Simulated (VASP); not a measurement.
H26C10O3: single point with PBE

Crystal: H26C10O3.

```
CELL_PARAMETERS angstrom
7.66309 0.00000 0.00000
0.00000 7.66309 0.00000
0.00000 0.00000 7.66309
ATOMIC_POSITIONS crystal
O 0.19841 0.08395 0.54838
O 0.42955 0.51558 0.06490
O 0.49443 0.74816 0.77535
H 0.08225 0.11546 0.60674
H 0.17417 0.07160 0.42913
H 0.45628 0.40950 0.00690
H 0.43642 0.60384 0.97427
H 0.39812 0.77852 0.70387
H 0.57700 0.75203 0.67436
H 0.04374 0.77779 0.66593
H 0.01698 0.60461 0.83828
H 0.19289 0.57329 0.46856
H 0.15019 0.38488 0.63508
H 0.77150 0.30870 0.25377
H 0.72860 0.07343 0.30617
H 0.73900 0.35535 0.58022
H 0.67629 0.13831 0.62467
H 0.04951 0.93405 0.14844
H 0.23128 0.77743 0.18380
H 0.25732 0.12769 0.97177
H 0.42390 0.97004 0.01011
H 0.83518 0.85142 0.41609
H 0.82297 0.62908 0.32315
H 0.50692 0.86827 0.44495
H 0.50290 0.64495 0.34098
H 0.98712 0.23731 0.02186
H 0.79471 0.33412 0.90559
H 0.88496 0.94330 0.96594
H 0.69826 0.03196 0.84555
C 0.05888 0.63652 0.70050
C 0.13527 0.52528 0.58857
C 0.74034 0.20745 0.35563
C 0.70269 0.23069 0.52549
C 0.18755 0.90551 0.13149
C 0.29264 0.00744 0.03920
C 0.75578 0.74103 0.38051
C 0.58217 0.76263 0.38871
C 0.86387 0.21722 0.94685
C 0.80974 0.05063 0.92536
```

The cell was built by a generator and needn't be a form met in nature.

```
Program             : VASP 6.6.1
Task                : single point
Functional          : PBE
Potentials or basis : VASP PAW PBE potentials, release 64 (O, H, C)
Cutoff              : 520 eV
k mesh              : 1 × 1 × 1
Occupations         : fermi-dirac, width 0.05 eV
Spin                : no spin polarisation
```

* Pressure: 0.3 GPa
* Largest force: 3.428 eV/Å
* Band gap on the k mesh: 4.93 eV, direct

Forces on the atoms (eV/Å):
```
O   -1.300  0.503  3.131
O   -0.351  0.665  0.911
O    1.636  0.035 -0.709
H    1.765 -0.567 -1.101
H   -0.491 -0.103 -1.992
H    0.221 -1.034 -0.512
H    0.174  0.264 -0.468
H   -2.011  0.325 -0.125
H    0.323 -0.475  1.037
H    0.137 -0.698  0.171
H    0.199 -0.070 -1.211
H   -0.090 -0.338 -0.351
H    0.181  1.250 -0.951
H   -0.142 -0.554  1.146
H   -0.118  0.388 -0.358
H   -0.411  0.775  0.240
H   -0.435 -1.206  0.166
H   -0.038  0.139  0.228
H   -0.068  0.609 -0.200
H   -0.450  0.084  0.240
H    0.765 -0.330  0.118
H    0.643  0.151  0.313
H   -0.316  0.007  0.148
H    0.265  0.572 -0.159
H    0.495  1.302  0.440
H   -0.602  0.205 -0.392
H   -0.129 -0.081 -0.168
H    0.548 -1.072  0.389
H   -1.061 -0.673 -0.209
C   -0.031  0.768  0.416
C   -0.304 -0.832  1.886
C   -0.630 -0.743 -0.015
C    1.566  1.637 -1.343
C   -0.132 -0.791  0.254
C    0.066  0.264 -0.378
C   -0.536  0.905 -0.144
C   -0.511 -2.938 -0.713
C    1.015 -1.057  0.919
C    0.158  2.712 -0.657
```

Stress tensor (GPa, compression positive):
```
 0.88 -0.02  1.52
-0.02  0.05  0.68
 1.52  0.68  0.05
```

Levels at points of the mesh, in eV from the valence-band top:
| k point | band 38 | band 39 | band 40 | band 41 | band 42 | band 43 | band 44 | band 45 | band 46 | band 47 |
| --- | --- | --- | --- | --- | --- | --- | --- | --- | --- | --- |
| (0.00, 0.00, 0.00) | -0.43 | -0.41 | -0.28 | -0.12 | 0.00 | 4.93 | 4.96 | 5.10 | 5.32 | 5.46 |

Wall time 32 s on 1 thread of Intel(R) Xeon(R) 6975P-C (Granite Rapids), on a shared host, peak memory 0.46 GiB.

A hybrid or GW would open this gap; PBE tends to underestimate it.
